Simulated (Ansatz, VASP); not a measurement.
# BP: VASP beside Ansatz, part 2 of 2

Aim: how closely do two programs agree when they are given the same cell, functional and k mesh? The cell is taken from a series of VASP runs on this material, whose earlier steps may have relaxed, scaled or displaced it; both programs get it as it stands.

VASP 6.6.1 and Ansatz 0.2.0.

So far. Step 3 (VASP: band structure, LDA): The run ends at a pressure of -0.01 GPa. Step 5 (VASP: single point, LDA, volume scaled by 1.02): The run ends at a pressure of -3.36 GPa.

## 6. Ansatz: single point, LDA, volume scaled by 1.02

Level of this step: Ansatz beside VASP: Kohn-Sham DFT, plane waves, LDA (Ansatz).

The same cell, functional (in two slightly different forms), mesh and smearing now go to Ansatz, which takes its cutoff from its data sets.

The cell is a member of a volume series, scaled by 1.02 from a relaxed one, so a pressure remains.

input.yaml

```yaml
crystal:
  lattice:
    - [0.0, 2.2598542303, 2.2598542303]
    - [2.2598542303, 0.0, 2.2598542303]
    - [2.2598542303, 2.2598542303, 0.0]
  atoms:
    - { symbol: B, position: [0.0, 0.0, 0.0] }
    - { symbol: P, position: [0.25, 0.25, 0.25] }
hamiltonian:
  xc: lda
  pseudopotentials: { kind: paw }
kpoints:
  mp_grid: { grid: [10, 10, 10] }
scf:
  occupations: { method: gaussian, width: 0.05 }
  n_extra_bands: 4
output:
  forces: true
  stress: true
  eigenvalues: true
  write_density: true
  write_potential: true
  elf: true
  volumetric_format: npy
```

Run with:

```bash
> ansatz run input.yaml --threads 2 --pin off --max-ram 4608MiB --backend cpu --events-out ev --progress --plain --runs-dir out
```

Numbers of over 12 decimals in the logs are rounded to 6 here.

The program printed:

```text
[...]
Crystal: 2 atoms, lattice volume = 23.082 Å³
Basis set: ecut = 420 eV, 459 PW (Γ)
Bands: 8, of which v1, the nominal top of the filled ones, is band 4 counted from 1 (3 counted from 0)
Symmetry: 24 space group operations
[...]
k-points: 47 of 1000 (time reversal used)
[...]
Free energy (F): -876.633049 eV
[...]
Internal energy: -876.633049 eV  (E = F + TS)
E sigma→0 (E₀):  -876.633049 eV
Fermi energy:    9.806452 eV
[...]
--- Stress (GPa, compression-positive) ---
       -3.295794      -0.000000      -0.000000
       -0.000000      -3.295794       0.000000
       -0.000000       0.000000      -3.295794
  P = ⅓ Tr σ = -3.2958 GPa (-32.958 kbar)
--- Band table (eV; the first three rows and the last of 47) ---
[...]
[key lines of the parts left out:]
SCF converged after 6 iterations
```

It took 1.6 s on 2 threads of Arm Neoverse N1, shared host; peak memory 0.26 GiB.

The run ends at a pressure of -3.30 GPa.

## 7. Comparison

Compared:

```tsv
quantity	Ansatz	VASP	difference
pressure (GPa)	-3.30	-3.36	+0.06
pressure without Ansatz's Pulay correction (GPa)	-3.46	-3.36	-0.10
gap on the k mesh (eV)	1.173	1.173	0.000
```

A gap on the mesh is an upper bound, since the band edges may lie between its points. Ansatz's pressure holds a Pulay correction of 0.17 GPa; VASP's holds none.

## 8. VASP: single point, LDA, volume scaled by 1.04

A single point gives forces, pressure and levels at one fixed geometry, so differences don't come from the geometry; what else differs is listed under the comparison. The cell compared in this pair holds 23.53 Å³, against 23.08 Å³ for the pair before.

INCAR

```
SYSTEM = BP
PREC = Accurate
ENCUT = 420
EDIFF = 1E-06
NELM = 100
ISMEAR = 0
SIGMA = 0.05
LREAL = .FALSE.
ALGO = Normal
GGA = CA
NBANDS = 10
LORBIT = 11
LWAVE = .FALSE.
LCHARG = .FALSE.
KPAR = 2
ISIF = 2
```

POSCAR

```
BP
1.0
    0.0000000000      2.2745290196      2.2745290196
    2.2745290196      0.0000000000      2.2745290196
    2.2745290196      2.2745290196      0.0000000000
B P
1 1
Direct
    0.0000000000      0.0000000000      0.0000000000
    0.2500000000      0.2500000000      0.2500000000
```

KPOINTS

```
Automatic mesh
0
Gamma
10 10 10
0 0 0
```

PAW data sets: B and P (LDA family, release 64).

Run with:

```bash
> mpirun -np 2 vasp_std
```

The program printed:

```text
[... set-up lines as in an earlier step ...]
 entering main loop
       N       E                     dE             d eps       ncg     rms          rms(c)
DAV:   1     0.353494775159E+01    0.35349E+01   -0.34554E+03   956   0.599E+02
DAV:   2    -0.146938077863E+02   -0.18229E+02   -0.17056E+02  1350   0.965E+01
DAV:   3    -0.151861634172E+02   -0.49236E+00   -0.49125E+00  1162   0.142E+01
DAV:   4    -0.151884384877E+02   -0.22751E-02   -0.22748E-02  1176   0.108E+00
[...]
DAV:  10    -0.143804075600E+02    0.26450E-05   -0.14487E-04  1074   0.711E-02    0.335E-02
DAV:  11    -0.143804096145E+02   -0.20545E-05   -0.48672E-06  1168   0.127E-02    0.352E-02
DAV:  12    -0.143804092410E+02    0.37348E-06   -0.19220E-06   608   0.621E-03
   1 F= -.14380409E+02 E0= -.14380409E+02  d E =-.103629E-13
```

OUTCAR, selected parts (step 8):

```text
  Total       -0.9397937     -0.9397937     -0.9397937     -0.0000000      0.0000000     -0.0000000
  in kB      -63.9791775    -63.9791775    -63.9791775     -0.0000000      0.0000000     -0.0000000
  external PRESSURE =     -63.9791775 kB  Pullay stress =       0.0000000 kB

 POSITION                                       TOTAL-FORCE (eV/Angst)
 -----------------------------------------------------------------------------------
      0.00000      0.00000      0.00000         0.000000      0.000000     -0.000000
      1.13726      1.13726      1.13726        -0.000000     -0.000000      0.000000
 -----------------------------------------------------------------------------------
    total drift:                                0.000000      0.000000      0.000000

  FREE ENERGIE OF THE ION-ELECTRON SYSTEM (eV)
  ---------------------------------------------------
  free  energy   TOTEN  =       -14.3804092410 eV

  energy  without entropy=      -14.3804092410  energy(sigma->0) =      -14.38040924

[... 1 part as in an earlier step ...]

[... 2 further parts left out ...]
[key lines of the parts left out:]
E-fermi :   7.5584
```

The run ends at a pressure of -6.40 GPa.

## 9. Ansatz: single point, LDA, volume scaled by 1.04

The same cell, functional (in two slightly different forms), mesh and smearing now go to Ansatz, which takes its cutoff from its data sets.

The cell is a member of a volume series, scaled by 1.04 from a relaxed one, so a pressure remains.

input.yaml, the sections that differ from step 6:

```yaml
crystal:
  lattice:
    - [0.0, 2.2745290196, 2.2745290196]
    - [2.2745290196, 0.0, 2.2745290196]
    - [2.2745290196, 2.2745290196, 0.0]
  atoms:
    - { symbol: B, position: [0.0, 0.0, 0.0] }
    - { symbol: P, position: [0.25, 0.25, 0.25] }
output:
  forces: true
  stress: true
  eigenvalues: true
# hamiltonian, kpoints, scf: as in step 6
```

Run with:

```bash
> ansatz run input.yaml --threads 2 --pin off --max-ram 4608MiB --backend cpu --events-out ev --progress --plain --runs-dir out
```

The program printed:

```text
[...]
Crystal: 2 atoms, lattice volume = 23.534 Å³
Basis set: ecut = 420 eV, 459 PW (Γ)
Bands: 8, of which v1, the nominal top of the filled ones, is band 4 counted from 1 (3 counted from 0)
Symmetry: 24 space group operations
[...]
k-points: 47 of 1000 (time reversal used)
[...]
Free energy (F): -876.619319 eV
[...]
Internal energy: -876.619319 eV  (E = F + TS)
E sigma→0 (E₀):  -876.619319 eV
Fermi energy:    9.553714 eV
[...]
--- Stress (GPa, compression-positive) ---
       -6.346928       0.000000      -0.000000
        0.000000      -6.346928       0.000000
       -0.000000       0.000000      -6.346928
  P = ⅓ Tr σ = -6.3469 GPa (-63.469 kbar)
--- Band table (eV; the first three rows and the last of 47) ---
[...]
[key lines of the parts left out:]
SCF converged after 6 iterations
```

It took 1.2 s on 2 threads; peak memory 0.25 GiB; 2 s of CPU time.

The run ends at a pressure of -6.35 GPa.

## 10. Comparison

Both answers:

```tsv
quantity	Ansatz	VASP	difference
pressure (GPa)	-6.35	-6.40	+0.05
pressure without Ansatz's Pulay correction (GPa)	-6.51	-6.40	-0.11
gap on the k mesh (eV)	1.196	1.196	0.000
```

A gap on the mesh is an upper bound, since the band edges may lie between its points. Ansatz's pressure holds a Pulay correction of 0.16 GPa; VASP's holds none.

## 11. Results

```json
{
  "difference in gap over the path points (band structure, LDA)": "1.0e-4 eV",
  "difference in gap on the k mesh (single point, LDA, volume scaled by 1.02)": "-1.5e-4 eV",
  "difference in gap on the k mesh (single point, LDA, volume scaled by 1.04)": "-2.6e-4 eV"
}
```

What this shows: The difference in gap on the k mesh is -2.6e-4 eV (single point, LDA, volume scaled by 1.04), within the 0.08 eV picked in this series as the mark of a large difference. 1 further run of this series is not shown here. Such differences can come from data sets, numerical settings and the points named under the comparisons, not from the functional's error against experiment.

[Lines on the potential files, build, host, timing and source positions are cut from VASP's logs without a mark.]

[Logs are printed without paths, hosts, clocks, repeated set-up lines and the standing remarks that a program may print on its own settings, such as how far it seeks lower states.]

[Hosts, paths, dates, database ids (printed as entryN), source tags and the programs' standing remarks are cut or masked in the printed files.]
